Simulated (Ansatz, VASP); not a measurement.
## Two plane-wave programs on SrO

INCAR

```
  ALGO = Fast
  EDIFF = 1E-7
  ENCUT = 520
  GGA = PS
  ISIF = 2
  ISMEAR = 0
  LASPH = T
  LCHARG = F
  LREAL = F
  LWAVE = F
  NBANDS = 24
  NELM = 100
  PREC = Accurate
  SIGMA = 0.05
```

Contents of KPOINTS:

```
k-points
0
Gamma
  9 9 4
```

POSCAR

```
SrO
1.0
    3.5532880902      0.0000000000      0.0000000000
   -1.7766440451      3.0772377531      0.0000000000
    0.0000000000      0.0000000000      6.2173039800
Sr O
2 2
Direct
    0.2602158110      0.5204316221      0.2138106805
    0.6666666667      0.3333333333      0.7500000000
    0.0000000000      0.0000000000      0.0000000000
    0.0000000000      0.0000000000      0.5000000000
```

Input for Ansatz:

```yaml
crystal:
  lattice:
    - [3.5532880902, 0.0, 0.0]
    - [-1.7766440451, 3.0772377531, 0.0]
    - [0.0, 0.0, 6.21730398]
  atoms:
    - { symbol: Sr, position: [0.260215811, 0.5204316221, 0.2138106805] }
    - { symbol: Sr, position: [0.6666666667, 0.3333333333, 0.75] }
    - { symbol: O, position: [0.0, 0.0, 0.0] }
    - { symbol: O, position: [0.0, 0.0, 0.5] }
basis:
  ecutwfc: 420
kpoints:
  mp_grid: { grid: [9, 9, 4] }
hamiltonian:
  xc: pbesol
scf:
  occupations: { method: gaussian, width: 0.05 }
output:
  forces: true
  stress: true
  eigenvalues: true
```

Alike in both runs: task single point; functional PBEsol; k mesh 9 × 9 × 4; occupations gaussian, width 0.05 eV; no spin polarisation.

```csv
,VASP,Ansatz
version,VASP 6.6.1,Ansatz 0.2.0
potentials or method,"VASP PAW PBE potentials, release 64 (Sr_sv, O)","scalar-relativistic, plane waves, PAW"
plane-wave cutoff (eV),520,420
valence electrons in the cell,32,32
```

Ansatz gave:

| Item | Value |
| --- | --- |
| gap on the k mesh at the Fermi level (eV) | 2.70 |
| least direct gap on the mesh (eV) | 2.81 |
| pressure (GPa) | 3.4 |
| largest component of the traceless stress (GPa) | 6.61 |
| rms of the force components (eV/Å) | 1.627 |

Which values does VASP return?

gap on the k mesh at the Fermi level (eV): 2.66; least direct gap on the mesh (eV): 2.80; pressure (GPa): 4.3; largest component of the traceless stress (GPa): 7.02; rms of the force components (eV/Å): 1.711.

Atom by atom the forces differ by 0.090 eV/Å (rms over components). The functional is the same, so the differences come from potentials, cutoffs and numerics.

Caveats: the PAW data sets were made with another functional, which shifts forces and pressure a little (VASP); an odd mesh through Γ misses points on the zone boundary, where band edges often lie.
